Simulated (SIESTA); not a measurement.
# PbO (Litharge) under changes of volume

One of the cells (20.339 Å³/atom); the others are scaled copies at fixed shape and fractional positions:

```
Pb O
1.0
     4.01642    0.00000    0.00000
     0.00000    4.01642    0.00000
     0.00000    0.00000    5.04318
Pb O
2 2
Cartesian
  2.0082 0.0000 3.8328
  0.0000 2.0082 1.2104
  2.0082 2.0082 0.0000
  0.0000 0.0000 0.0000
```

- Program: SIESTA 5.4.2
- Functional: PBE
- Potentials or basis: PseudoDojo 0.4 standard (PBE files)
- Basis: DZP (energy shift 0.002 Ry)
- Grid cutoff: 800 Ry
- Energy shift: 0.002 Ry
- k mesh: 7 × 7 × 6
- Occupations: fermi-dirac, width 0.05 eV
- Spin: no spin polarisation

```csv
volume (Å³/atom),energy over the lowest point (meV/atom),pressure (GPa),gap on the mesh (eV),largest force (eV/Å)
18.744,88.29,12.6,1.29,1.457
19.142,60.32,10.0,1.33,1.101
19.541,38.43,7.7,1.37,0.765
20.339,?,?,?,?
20.738,3.27,2.1,1.45,0.083
21.136,0.00,0.5,1.48,0.330
```

**Question.** What does the run at 20.339 Å³/atom give?

**Answer.** Energy over the lowest point 10.51 meV/atom; pressure 3.7 GPa; gap on the mesh 1.43 eV; largest force 0.175 eV/Å.

Worked out: A Birch-Murnaghan fit of order 3 (a polynomial in V^(-2/3)) to the other rows has its minimum at 21.31 Å³/atom, just outside them, with B0 = V·E''(V) = 71 GPa and B' = 5.0 at fixed shape and positions, which overstates the stiffness. It gives 10.45 meV/atom at 20.339 Å³/atom, against the run's 10.51, and -dE/dV = 3.7 GPa, against 3.7. A parabola through the other rows of the gap, of slope 1.4 eV per unit of ln V there, gives 1.43 eV, against the run's 1.43.

Energies are extrapolated to zero smearing.

Caveats: semicore shells carry a single zeta, which can move pressures by several GPa and volumes by a few percent; spin-orbit coupling is left out, which as a rule narrows the gap of such compounds by several tenths of an eV; an odd mesh through Γ misses points on the zone boundary, where band edges often lie; the basis of atomic orbitals isn't converged, which shifts pressures, moduli and gaps; forces of over 1 eV/Å show positions far from the minimum, so gaps and moduli don't describe the material at rest (some runs).
